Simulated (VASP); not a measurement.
# Ag (P6_3/mmc) in VASP: electric field gradients with PBE

Aim: the electric field gradients of Ag with PBE.

All numbers are computed with VASP 6.6.1; they aren't measurements. Logs are shortened: lines on timing, memory, paths and dates and some standing lists are left out, and cuts for length are marked.

### Step 1. Starting point

It takes space group P6_3/mmc (No. 194, hexagonal). The conventional cell has a = 2.886 Å, b = 2.886 Å, c = 10.000 Å, α = 90.00°, β = 90.00°, γ = 120.00°. Ag (site symmetry -6m2) is surrounded by 12 Ag at 2.89 to 3.00 Å. Ag (site symmetry -3m) has 12 Ag at 2.89 to 3.00 Å as nearest neighbours.

This isn't the form of Ag at room conditions, which is fcc.

### Step 2. Electric field gradients, PBE

Input file INCAR:

```
  PREC = Accurate
  ENCUT = 520
  EDIFF = 1E-8
  ISMEAR = -1
  SIGMA = 0.05
  LREAL = F
  LASPH = T
  NELM = 100
  ALGO = Fast
  ISIF = 2
  LWAVE = F
  LCHARG = F
  GGA = PE
  LEFG = T
  NBANDS = 30
```

Input file KPOINTS:

```
regular mesh
0
Gamma
  16 16 4
```

Input file POSCAR:

```
Ag
1.0
    2.8861989086      0.0000000000      0.0000000000
   -1.4430994543      2.4995215753      0.0000000000
    0.0000000000      0.0000000000     10.0000000000
Ag
4
Direct
    0.3333333333      0.6666666667      0.2500000000
    0.6666666667      0.3333333333      0.7500000000
    0.0000000000      0.0000000000      0.0000000000
    0.0000000000      0.0000000000      0.5000000000
```

Potentials or basis: VASP PAW PBE potentials, release 64 (Ag).

Command:

```console
$ cat potpaw_PBE.64/Ag/POTCAR > POTCAR
$ mpirun -np 1 vasp_std > vasp.out
```

OUTCAR:

```text
PREC = Accurate
   ENCUT = 520
   EDIFF = 1E-8
   ISMEAR = -1
   LREAL = F
   LASPH = T
   NELM = 100
   ISIF = 2
   GGA = PE

 ion  position               nearest neighbor table
   1  0.333  0.667  0.250-   3 3.00   4 3.00   3 3.00   4 3.00   3 3.00   4 3.00
   2  0.667  0.333  0.750-   3 3.00   4 3.00   3 3.00   4 3.00   3 3.00   4 3.00
   3  0.000  0.000  0.000-   1 3.00   2 3.00   2 3.00   1 3.00   2 3.00   1 3.00
   4  0.000  0.000  0.500-   1 3.00   2 3.00   2 3.00   1 3.00   2 3.00   1 3.00

  LATTYP: Found a hexagonal cell.
 ALAT       =     2.8861989086
 C/A-ratio  =     3.4647646668

  Lattice vectors:

 A1 = (   2.8861989086,   0.0000000000,   0.0000000000)
 A2 = (  -1.4430994543,   2.4995215753,   0.0000000000)
 A3 = (   0.0000000000,   0.0000000000,  10.0000000000)

Analysis of symmetry for initial positions (statically):
=====================================================================
 Subroutine PRICEL returns:
 Original cell was already a primitive cell.

 Routine SETGRP: Setting up the symmetry group for a
 hexagonal supercell.

 Subroutine GETGRP returns: Found 24 space group operations
 (whereof 12 operations were pure point group operations)
 out of a pool of 24 trial point group operations.

The static configuration has the point symmetry D_3d.
 The point group associated with its full space group is D_6h.

Analysis of symmetry for dynamics (positions and initial velocities):
=====================================================================
 Subroutine PRICEL returns:
 Original cell was already a primitive cell.

 Routine SETGRP: Setting up the symmetry group for a
 hexagonal supercell.

 Subroutine GETGRP returns: Found 24 space group operations
 (whereof 12 operations were pure point group operations)
 out of a pool of 24 trial point group operations.

The dynamic configuration has the point symmetry D_3d.
 The point group associated with its full space group is D_6h.

 Subroutine INISYM returns: Found 24 space group operations
 (whereof 12 operations are pure point group operations),
 and found     1 'primitive' translations

----------------------------------------------------------------------------------------

                                     Primitive cell

  volume of cell :      72.1412

  direct lattice vectors                    reciprocal lattice vectors
     2.886198909  0.000000000  0.000000000     0.346476467  0.200038281  0.000000000
    -1.443099454  2.499521575  0.000000000     0.000000000  0.400076563  0.000000000
     0.000000000  0.000000000 10.000000000     0.000000000  0.000000000  0.100000000

  length of vectors
     2.886198909  2.886198909 10.000000000     0.400076563  0.400076563  0.100000000

  position of ions in fractional coordinates (direct lattice)
     0.333333333  0.666666667  0.250000000
     0.666666667  0.333333333  0.750000000
     0.000000000  0.000000000  0.000000000
     0.000000000  0.000000000  0.500000000

  ion indices of the primitive-cell ions
   primitive index   ion index
                 1           1
                 2           2
                 3           3
                 4           4

----------------------------------------------------------------------------------------

 KPOINTS: regular mesh

Automatic generation of k-mesh.
 Grid dimensions read from file:
 generate k-points for:   16   16    4

 Generating k-lattice:

  Cartesian coordinates                     Fractional coordinates (reciprocal lattice)
     0.021654779  0.012502393  0.000000000     0.062500000  0.000000000  0.000000000
     0.000000000  0.025004785  0.000000000     0.000000000  0.062500000  0.000000000
[... 44 lines left out ...]
   dimension x,y,z NGXF=    48 NGYF=   48 NGZF=  160
   ions per type =               4
   NGX,Y,Z   is equivalent  to a cutoff of  13.82, 13.82, 13.30 a.u.
   NGXF,Y,Z  is equivalent  to a cutoff of  27.65, 27.65, 26.60 a.u.
 SYSTEM =  unknown system
   PREC   = accura    normal or accurate (medium, high low for compatibility)
   ISTART =      0    job   : 0-new  1-cont  2-samecut
   ICHARG =      2    charge: 1-file 2-atom 10-const
   ISPIN  =      1    spin polarized calculation?
   LNONCOLLINEAR =      F non collinear calculations
   LSORBIT =      F    spin-orbit coupling
   LASPH  =      T    aspherical Exc in radial PAW
   ENCUT  =  520.0 eV  38.22 Ry    6.18 a.u.   5.37  5.37 18.59*2*pi/ulx,y,z
   NELM   =    100;   NELMIN=  2; NELMDL= -5     # of ELM steps
   EDIFF  = 0.1E-07   stopping-criterion for ELM
   LREAL  =      F    real-space projection
   EDIFFG = 0.1E-06   stopping-criterion for IOM
   NSW    =      0    number of steps for IOM
   IBRION =     -1    ionic relax: 0-MD 1-quasi-New 2-CG
   NFREE  =      0    steps in history (QN), initial steepest desc. (CG)
   ISIF   =      2    stress and relaxation
   ISYM   =      2    0-nonsym 1-usesym 2-fastsym
   POTIM  = 0.5000    time-step for ionic-motion
   TEBEG  =    0.0;   TEEND  =   0.0 temperature during run
   PSTRESS=    0.0 pullay stress
   NELECT =      44.0000    total number of electrons
   NUPDOWN=      -1.0000    fix difference up-down
   EMIN   =  10.00;   EMAX   =-10.00  energy-range for DOS
   EFERMI =   0.00;   METHOD = LEGACY
   ISMEAR =    -1;   SIGMA  =   0.05  broadening in eV -4-tet -1-fermi 0-gaus
   EFERMI_NEDOS =   21; number of points for ismear=-14 and -15
   IALGO  =     68    algorithm
   IMIX   =      4    mixing-type and parameters
     AMIX     =   0.40;   BMIX     =  1.00
     AMIX_MAG =   1.60;   BMIX_MAG =  1.00
  volume/ion in A,a.u.               =      18.04       121.71
  Fermi-wavevector in a.u.,A,eV,Ry     =   1.388347  2.623595 26.225328  1.927507
  Thomas-Fermi vector in A             =   2.512482
   LORBIT       =      0    0 simple, 1 ext, 2 COOP (PROOUT), +10 PAW based schemes
   GGA     = PE    functional components
   LHFCALC =     F    Hartree Fock is set to
   AEXX    =    0.0000 exact exchange contribution
   IVDW    =     0    specifies the selected vdW correction
   LEPSILON=     F    determine dielectric tensor
   LRPA    =     F    only Hartree local field effects (RPA)
 non-spin polarized calculation
 RMM-DIIS sequential band-by-band and
  energy-cutoff  :      520.00
  volume of cell :       72.14
 maximum number of plane-waves:      1993
 NGX is ok and might be reduce to    24
   NGX = 11   NGY = 11   NGZ = 37

 number of electron      43.9999999 magnetization

 Free energy of the ion-electron system (eV)
  ---------------------------------------------------
  ext. energy  EPLUGINS =         0.00000000
  ---------------------------------------------------
  free energy    TOTEN  =       -10.81599198 eV

  energy without entropy =      -10.80485720  energy(sigma->0) =      -10.81042459

 E-fermi :   7.6606     XC(G=0): -11.8739

 val. band max:        7.6216175273   @ k =   0.4375   0.0625   0.0000
 cond. band min:       7.6903339134   @ k =   0.3750   0.1250   0.5000
 fundamental gap:      0.0687163861
 Fermi energy:         7.6605744056

 k-point     1 :       0.0000    0.0000    0.0000
  band No.  band energies     occupation
      1       0.3082      2.00000
      2       1.4658      2.00000
      3       1.4672      2.00000
      4       1.5485      2.00000
      5       2.8374      2.00000
      6       3.0792      2.00000
[... 781 lines left out ...]
     29      16.2718      0.00000
     30      17.5991      0.00000

 [... further k-points ...]

------------------------ aborting loop because EDIFF is reached ----------------------------------------

  FORCE on cell =-STRESS in cart. coord.  units (eV):
  Direction    XX          YY          ZZ          XY          YZ          ZX
  --------------------------------------------------------------------------------------
  -------------------------------------------------------------------------------------
  Total        0.5948755      0.5948755     -1.8464695      0.0000000      0.0000000      0.0000000
  in kB       13.2115432     13.2115432    -41.0080919      0.0000000      0.0000000      0.0000000
  external PRESSURE =      -4.8616685 kB  Pullay stress =       0.0000000 kB

 VOLUME and BASIS-vectors are now :
 -----------------------------------------------------------------------------
  energy-cutoff  :      520.00
  volume of cell :       72.14
      direct lattice vectors                 reciprocal lattice vectors
     2.886198909  0.000000000  0.000000000     0.346476467  0.200038281  0.000000000
    -1.443099454  2.499521575  0.000000000     0.000000000  0.400076563  0.000000000
     0.000000000  0.000000000 10.000000000     0.000000000  0.000000000  0.100000000

 POSITION                                       TOTAL-FORCE (eV/Angst)
 -----------------------------------------------------------------------------------
     -0.00000      1.66635      2.50000        -0.000000      0.000000      0.000000
      1.44310      0.83317      7.50000         0.000000     -0.000000     -0.000000
      0.00000      0.00000      0.00000         0.000000      0.000000      0.000000
      0.00000      0.00000      5.00000         0.000000      0.000000      0.000000
 -----------------------------------------------------------------------------------
    total drift:                               -0.000000      0.000000     -0.000000

  FREE ENERGIE OF THE ION-ELECTRON SYSTEM (eV)
  ---------------------------------------------------
  free  energy   TOTEN  =       -10.8159919777 eV

  energy  without entropy=      -10.8048572023  energy(sigma->0) =      -10.81042459

 Electric field gradients (V/A^2)
---------------------------------------------------------------------
 ion       V_xx      V_yy      V_zz      V_xy      V_xz      V_yz
---------------------------------------------------------------------
   1      -7.207    -7.208    14.415    -0.000     0.000    -0.000
   2      -7.207    -7.208    14.415    -0.000     0.000    -0.000
   3      -6.847    -6.847    13.694    -0.000     0.000    -0.000
   4      -6.847    -6.847    13.694    -0.000    -0.000     0.000
---------------------------------------------------------------------

 Electric field gradients after diagonalization (V/A^2)
 (convention: |V_zz| > |V_xx| > |V_yy|)
----------------------------------------------------------------------
 ion       V_xx      V_yy      V_zz     asymmetry (V_yy - V_xx)/ V_zz
----------------------------------------------------------------------
   1      -7.208    -7.207    14.415       0.000
   2      -7.208    -7.207    14.415       0.000
   3      -6.848    -6.847    13.694       0.000
   4      -6.848    -6.847    13.694       0.000
----------------------------------------------------------------------

           NMR quadrupolar parameters

 Cq : quadrupolar parameter    Cq=e*Q*V_zz/h
 eta: asymmetry parameters     (V_yy - V_xx)/ V_zz
 Q  : nuclear electric quadrupole moment in mb (millibarn)
----------------------------------------------------------------------
 ion       Cq(MHz)       eta       Q (mb)
----------------------------------------------------------------------
   1       0.035       0.000       1.000
   2       0.035       0.000       1.000
   3       0.033       0.000       1.000
   4       0.033       0.000       1.000
----------------------------------------------------------------------
```

Run time: 2.8 min. Hardware: 1 thread of Intel Xeon Platinum 8488C (Sapphire Rapids), shared host; peak memory 0.29 GiB.

What came out:

```yaml
Free_energy: -10.8160 eV
Pressure: -0.5 GPa
Band_gap_on_the_k_mesh: none (metal or under the smearing width)
```

Stress tensor (GPa, compression positive):
```
 1.32  0.00  0.00
 0.00  1.32  0.00
 0.00  0.00 -4.10
```

Levels at points of the mesh, in eV from the Fermi level:
```tsv
k point	band 18	band 19	band 20	band 21	band 22	band 23	band 24	band 25	band 26	band 27
(0.00, 0.00, 0.00)	-3.45	-3.45	-3.34	-3.34	-3.03	-3.03	-0.62	2.56	9.52	9.53
(0.50, 0.00, 0.00)	-2.77	-2.75	-2.72	0.08	0.90	1.16	1.68	4.23	4.24	6.83
(0.00, 0.00, 0.50)	-3.62	-3.14	-3.14	-3.14	-3.14	-2.55	-2.55	5.25	5.25	13.82
(0.50, 0.00, 0.50)	-2.79	-2.73	-2.73	0.44	0.44	1.52	1.52	4.56	4.56	6.04
```

Electric field gradients, principal values (V/Å²):
| atom | Vxx | Vyy | Vzz |
| --- | --- | --- | --- |
| 1 Ag | -7.207 | -7.208 | 14.415 |
| 2 Ag | -7.207 | -7.208 | 14.415 |
| 3 Ag | -6.847 | -6.848 | 13.694 |
| 4 Ag | -6.847 | -6.848 | 13.694 |
